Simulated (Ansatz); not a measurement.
# ZnF2, one structure, two calculations

Cell: a computed structure from the Materials Project (it need not be an observed phase), whose atoms a relaxation with PBE at fixed cell left in place.

```
Zn F
1.0
     4.70294    0.00000    0.00000
     0.00000    4.70294    0.00000
     0.00000    0.00000    3.13289
Zn F
2 4
Direct
  0.50000 0.50000 0.50000
  0.00000 0.00000 0.00000
  0.69686 0.69686 0.00000
  0.80314 0.19686 0.50000
  0.30314 0.30314 0.00000
  0.19686 0.80314 0.50000
```

Sites (sets of like atoms) are named by element and the number of their first atom in this list.

First run. Method: Kohn–Sham DFT in Ansatz, PBE, plane waves and PAW, scalar-relativistic, 420 eV cutoff, Γ-centred 7×7×11 k-points, Fermi–Dirac smearing 0.01 eV.

| site | atom | V_zz (10²¹ V/m²) | η |
| --- | --- | --- | --- |
| Zn | 1 | 2.11 | 0.03 |
| F | 3 | -8.97 | 0.42 |

Second run. The same atoms and settings, except that the functional is r2SCAN and the cutoff is 500 eV.

Question: What does the second run give?

Answer: 

```json
{"site": "Zn", "atom": "1", "V_zz": "2.13", "η": "0.01", "change of V_zz": "+0.02"}
{"site": "F", "atom": "3", "V_zz": "-8.39", "η": "0.40", "change of V_zz": "+0.58"}
```

The largest change of V_zz is on F, from -8.97 to -8.39. In per cent, |V_zz| changes by +1 on Zn, -6 on F (all sites that start above 0.5).

For the first run: At this cell the PBE pressure is 6 GPa, so with PBE the cell would grow if it were relaxed. The entry's cell may itself be off.
For the second run: With these PAW files V_zz is typically within 2 to 3 % of all-electron values, but misses above 10 % occur on Zn.
